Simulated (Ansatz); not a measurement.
**Structure types of Eu compared at -0.41 GPa**

Structure types of Eu are relaxed in primitive cells with their symmetry kept at -0.41 GPa, on PAW files; LAPW relaxes the small cells further and takes the PAW cell for the others (marked *). The enthalpy is E + pV at zero temperature, without zero-point motion. Only the types listed were tried, and differences under about 5 meV/atom are mesh noise. The real phase may be another.

All numbers are PBE results (scalar-relativistic) from Ansatz 0.2.0, with Fermi–Dirac smearing of 0.1 eV, spin-polarised from start moments Eu 7 μB. Methods: LAPW: all electrons, basis error target 0.5 meV/atom; PAW: frozen-core files, cutoff 420 eV.

k meshes: fcc 12×12×12, bcc 12×12×12, hcp 11×11×6, dhcp 9×9×3.

The open f shell is treated without a Hubbard term, so these are results of the method, and the state needn't be the lowest. Spin–orbit coupling is left out, which matters for the heavy atoms.

Which type is lowest in enthalpy, and by how much?

hcp, 2 meV/atom below fcc, which is within the noise of the k meshes. The whole table:

```tsv
start type	ends as	a, b, c (Å)	V (Å³/atom)	H − H(lowest), LAPW (meV/atom)	same, PAW	moment (μB/atom)
fcc	fcc, Fm-3m	5.563, 5.563, 5.563	43.03	2.3	2.1	7.47
bcc	bcc, Im-3m	4.441, 4.441, 4.441	43.80	22.3	23.2	7.32
hcp	hcp, P6_3/mmc	3.975, 3.975, 6.372	43.60	0.0	0.0	7.53
dhcp*	dhcp, P6_3/mmc	3.944, 3.944, 12.780	43.03	2.7	2.6	7.48
```
